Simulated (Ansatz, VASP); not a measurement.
# One calculation of KI, two programs

```
CELL_PARAMETERS angstrom
0.00000 3.58733 3.58733
3.58733 0.00000 3.58733
3.58733 3.58733 0.00000
ATOMIC_POSITIONS crystal
K 0.87551 0.05335 0.94665
I 0.53836 0.48356 0.51644
```

Change from the starting cell: mode 5 frozen in at -0.638 Å and mode 6 at -0.255 Å (largest displacements).

Alike in both runs: task single point; functional PBE; k mesh 6 × 6 × 6; occupations gaussian, width 0.05 eV; no spin polarisation.

|  | VASP | Ansatz |
| --- | --- | --- |
| version | VASP 6.6.1 | Ansatz 0.2.0 |
| potentials or method | VASP PAW PBE potentials, release 64 (K_sv, I) | scalar-relativistic, plane waves, PAW |
| plane-wave cutoff (eV) | 520 | 420 |
| valence electrons in the cell | 16 | 26 |

```tsv
	VASP	Ansatz	Ansatz less VASP
gap on the k mesh at the Fermi level (eV)	3.91	3.92	+0.006
least direct gap on the mesh (eV)	3.91	3.92	+0.006
pressure (GPa)	3.7	3.7	-0.05
largest component of the traceless stress (GPa)	7.12	7.04	-0.073
rms of the force components (eV/Å)	1.366	1.354	-0.0125
```

Atom by atom the forces differ by 0.012 eV/Å (rms over components). With one functional, cell and mesh, what is left measures potentials, basis and numerics. The two sets of potentials don't hold the same shells in valence.

Caveats: spin-orbit coupling is left out, which moves the levels of the heavy elements; forces of over 1 eV/Å show positions far from the minimum, so gaps and moduli don't describe the material at rest.
